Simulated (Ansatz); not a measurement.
**InP: how the settings move a single-point run**

Aim: see which settings change the result for InP, by how much, and at what cost. The cell is built on a prototype (rocksalt) and needn't be the phase found in nature.

Program: Ansatz 0.2.0. Level of theory: reference: DFT, HSE06, plane waves, PAW. These are calculated values, not measurements.

2 further runs of the same task are left out: 2 that didn't finish.

### Step 1. Starting point

The structure is cubic, space group Fm-3m (No. 225). Conventional cell: a = 5.491 Å, b = 5.491 Å, c = 5.491 Å, α = 90.00°, β = 90.00°, γ = 90.00°. Around In (site symmetry m-3m) lie 6 P at 2.75 Å. P (site symmetry m-3m) is surrounded by 6 In at 2.75 Å.

Structure file:

```cif
data_structure
_symmetry_space_group_name_H-M 'Fm-3m'
_symmetry_Int_Tables_number 225
_cell_length_a 5.4907
_cell_length_b 5.4907
_cell_length_c 5.4907
_cell_angle_alpha 90.000
_cell_angle_beta 90.000
_cell_angle_gamma 90.000
_cell_volume 165.53
loop_
_atom_site_label
_atom_site_type_symbol
_atom_site_symmetry_multiplicity
_atom_site_Wyckoff_symbol
_atom_site_fract_x
_atom_site_fract_y
_atom_site_fract_z
_atom_site_occupancy
In1 In 4 a 0.00000 0.00000 0.00000 1
P1 P 4 b 0.50000 0.00000 0.00000 1
```

### Step 2. The reference run

input.yaml

```yaml
crystal:
  lattice:
    - [0.0, 2.7453630729, 2.7453630729]
    - [2.7453630729, 0.0, 2.7453630729]
    - [2.7453630729, 2.7453630729, 0.0]
  atoms:
    - { symbol: In, position: [0.0, 0.0, 0.0] }
    - { symbol: P, position: [0.5, 0.5, 0.5] }
kpoints:
  mp_grid: { grid: [4, 4, 4] }
hamiltonian:
  xc: hse06
scf:
  occupations: { method: fermi_dirac, width: 0.02 }
  n_extra_bands: 4
output:
  forces: true
  stress: true
  eigenvalues: true
```

Command:

```console
$ ansatz run input.yaml --threads 4 --pin off --max-ram 3686MiB --backend cpu --events-out ev --progress --plain --runs-dir out
```

### Step 3. Changing settings: mp_grid.grid [6, 6, 6], xc r2scan, ecutwfc 500

input.yaml: that of step 2 with these lines changed.

```diff
@@ -9,5 +9,5 @@
 kpoints:
-  mp_grid: { grid: [4, 4, 4] }
+  mp_grid: { grid: [6, 6, 6] }
 hamiltonian:
-  xc: hse06
+  xc: r2scan
 scf:
@@ -19 +19,3 @@
   eigenvalues: true
+basis:
+  ecutwfc: 500
```

### Step 4. Variant: exchange pbe, correlation pbe, coeff 0.75, omega 0.1

input.yaml: that of step 2 with these lines changed.

```diff
@@ -11,3 +11,3 @@
 hamiltonian:
-  xc: hse06
+  xc: { exchange: pbe, correlation: pbe, exx: { coeff: 0.75, omega: 0.1 } }
 scf:
```

### Step 5. Changed: exchange pbe, correlation pbe, coeff 0.3, omega 0.1

input.yaml: that of step 2 with these lines changed.

```diff
@@ -11,3 +11,3 @@
 hamiltonian:
-  xc: hse06
+  xc: { exchange: pbe, correlation: pbe, exx: { coeff: 0.3, omega: 0.1 } }
 scf:
```

### Step 6. Changed: exchange pbe, correlation pbe, coeff 0.1, omega 0.3

input.yaml: that of step 2 with these lines changed.

```diff
@@ -11,3 +11,3 @@
 hamiltonian:
-  xc: hse06
+  xc: { exchange: pbe, correlation: pbe, exx: { coeff: 0.1, omega: 0.3 } }
 scf:
```

### Step 7. Changed: exchange pbe, correlation pbe, coeff 0.2, omega 0.3

input.yaml: that of step 2 with these lines changed.

```diff
@@ -11,3 +11,3 @@
 hamiltonian:
-  xc: hse06
+  xc: { exchange: pbe, correlation: pbe, exx: { coeff: 0.2, omega: 0.3 } }
 scf:
```

### Step 8. Changed: occupations.method cold, occupations.width 0.001

input.yaml: that of step 2 with these lines changed.

```diff
@@ -13,3 +13,3 @@
 scf:
-  occupations: { method: fermi_dirac, width: 0.02 }
+  occupations: { method: cold, width: 0.001 }
   n_extra_bands: 4
```

Q: Predict the outcome of this session. Wanted: for each run, ending; energy change; pressure; gap; force.

The runs gave:

```csv
run,ending,energy change,pressure (GPa),gap (eV),force (eV/Å),cycles,time
reference,converged,0,-0.4,0.00,0.00,22,4.5 s
"1: mp_grid.grid [6, 6, 6], xc r2scan, ecutwfc 500",converged,not comparable,0.7,0.00,0.00,6,0.8 s
"2: exchange pbe, correlation pbe, coeff 0.75, omega 0.1",converged,not comparable,-5.5,0.00,0.00,37,6.3 s
"3: exchange pbe, correlation pbe, coeff 0.3, omega 0.1",converged,not comparable,-1.2,0.00,0.00,23,4.9 s
"4: exchange pbe, correlation pbe, coeff 0.1, omega 0.3",converged,not comparable,1.3,0.00,0.00,14,4.2 s
"5: exchange pbe, correlation pbe, coeff 0.2, omega 0.3",converged,not comparable,0.4,0.00,0.00,15,4.4 s
"6: occupations.method cold, occupations.width 0.001",converged,+0.8 meV/atom (σ→0),-0.4,0.00,0.00,28,4.9 s
```

Residual by cycle in the longest SCF loop of each run; runs are numbered as in the table. The quantity is the density residual dr2, in eV.

```csv
cycle,reference,run 1,run 2,run 3,run 4,run 5,run 6
1,0.0161,0.0233,4.5e-5,0.0155,0.0179,0.0167,0.0161
2,8.6e-4,0.00316,1.2e-5,8.5e-4,9.0e-4,8.8e-4,8.7e-4
3,1.1e-4,2.0e-4,1.1e-5,1.1e-4,1.2e-4,1.1e-4,1.1e-4
4,1.7e-5,8.0e-6,1.1e-5,4.7e-6,2.1e-5,4.0e-5,1.5e-5
5,7.5e-7,1.0e-6,1.7e-6,1.5e-7,7.9e-7,2.2e-6,3.9e-7
6,3.7e-7,1.6e-8,9.3e-7,4.7e-8,2.8e-7,2.0e-7,1.6e-7
7,9.7e-8,-,9.2e-7,5.2e-9,4.4e-8,2.8e-8,2.4e-8
8,2.1e-9,-,2.3e-7,1.2e-10,6.1e-10,5.7e-10,2.9e-10
9,1.2e-10,-,1.1e-7,-,-,-,-
10,-,-,1.0e-7,-,-,-,-
11,-,-,3.4e-8,-,-,-,-
12,-,-,1.9e-9,-,-,-,-
```

«occupations.method cold, occupations.width 0.001» moves the energy by +0.8 meV/atom. Of the variants the dearest is «exchange pbe, correlation pbe, coeff 0.75, omega 0.1» (6.3 s), the cheapest «mp_grid.grid [6, 6, 6], xc r2scan, ecutwfc 500» (0.8 s), on a shared host.
